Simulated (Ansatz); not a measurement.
Runs of Ansatz 0.2.0 on WC (Qusongite). It takes space group P-6m2 (No. 187, hexagonal). Conventional cell: a = 2.907 Å, b = 2.907 Å, c = 2.837 Å, α = 90.00°, β = 90.00°, γ = 120.00°. W (site symmetry -6m2) is surrounded by 6 C at 2.20 Å. C (site symmetry -6m2) has 6 W at 2.20 Å as nearest neighbours. 

```tsv
task	level	potentials or basis	cell	k mesh	cutoff (eV)	smearing	basis error allowed	mesh quality	gap on the mesh (eV)	pressure (GPa)	relaxed volume (Å³/atom)
relaxation of cell and atoms	RPBE+D3(BJ)	all-electron LAPW, scalar-relativistic	relaxed	10 × 10 × 9	-	fermi-dirac 0.05 eV	0.001 eV/atom	not flagged	-	0.0	9.58
single point	PBE	all-electron LAPW, scalar-relativistic	as given	10 × 10 × 9	335	gaussian 0.025 eV	0.001 eV/atom	not flagged	none	5.7	-
relaxation of cell and atoms	BLYP+D3(BJ)	all-electron LAPW, scalar-relativistic	relaxed	10 × 10 × 9	-	fermi-dirac 0.05 eV	0.001 eV/atom	not flagged	-	0.0	10.42
single point	PBE	all-electron LAPW, scalar-relativistic	as given	10 × 10 × 9	335	gaussian 0.014 eV	0.001 eV/atom	not flagged	none	5.7	-
band structure	PBEsol	all-electron LAPW, inner shells corrected to Dirac's equation	as given	10 × 10 × 9	335	fermi-dirac 0.05 eV	0.001 eV/atom	not flagged	-	(b)	-
single point	PBE	all-electron LAPW, scalar-relativistic	as given	7 × 7 × 6	292	fermi-dirac 0.06 eV	0.003 eV/atom	coarse	none	6.1	-
single point	PBE	all-electron LAPW, scalar-relativistic	as given	10 × 10 × 9	335	gaussian 0.027 eV	0.001 eV/atom	not flagged	none	5.7	-
relaxation of cell and atoms	PBE	all-electron LAPW, scalar-relativistic	relaxed	10 × 10 × 9	-	fermi-dirac 0.05 eV	0.001 eV/atom	not flagged	-	0.0	(a)
```

Alike in all rows: no spin polarisation.

Problem. Fill in the values left out.

Solution. (a) 10.53; (b) -3.3.

Caveats: some runs use coarse meshes; the k mesh is thin for a metal, which can move the energy by tens of meV per atom (some runs).

A k mesh can miss the band edges, and the runs leave out spin-orbit coupling on W.

A gap of «none» marks a metal or a gap under the smearing width.

Not every run made on this cell is shown here.
